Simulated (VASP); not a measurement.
Si:

```xyz
2
Lattice="0.0000 2.7136 2.7136 2.7136 0.0000 2.7136 2.7136 2.7136 0.0000" Properties=species:S:1:pos:R:3 pbc="T T T"
Si    4.0703    4.0703    4.0703
Si    2.7136    2.7136    2.7136
```

```yaml
Program: VASP 6.6.1
Task: relaxation of cell and atoms
Functional: PBE
Potentials_or_basis: VASP PAW PBE potentials, release 64 (Si)
Cutoff: 600 eV
k_mesh: 10 × 10 × 10
Occupations: gaussian, width 0.03 eV
Spin: no spin polarisation
```

At the start: pressure 2.1 GPa; volume 19.98 Å³/atom.

Q: How do energy, volume and symmetry change on relaxing?

A: Over 3 steps the energy falls by 3.0 meV/atom and the volume is 20.44 Å³/atom (+2.3 %); space group Fd-3m (No. 227, to 0.05 Å).

The path:
```csv
step,energy change (eV),largest force (eV/Å),pressure (GPa),volume (Å³)
1,0.0000,0.0000,2.15,39.96
2,-0.0033,0.0000,-1.34,41.53
3,-0.0060,0.0000,0.01,40.89
```

Final structure:
```cif
data_structure
_symmetry_space_group_name_H-M 'P 1'
_symmetry_Int_Tables_number 1
_cell_length_a 3.8669
_cell_length_b 3.8669
_cell_length_c 3.8669
_cell_angle_alpha 60.000
_cell_angle_beta 60.000
_cell_angle_gamma 60.000
_cell_volume 40.89
loop_
_atom_site_label
_atom_site_type_symbol
_atom_site_fract_x
_atom_site_fract_y
_atom_site_fract_z
_atom_site_occupancy
Si1 Si 0.75000 0.75000 0.75000 1
Si2 Si 0.50000 0.50000 0.50000 1
```
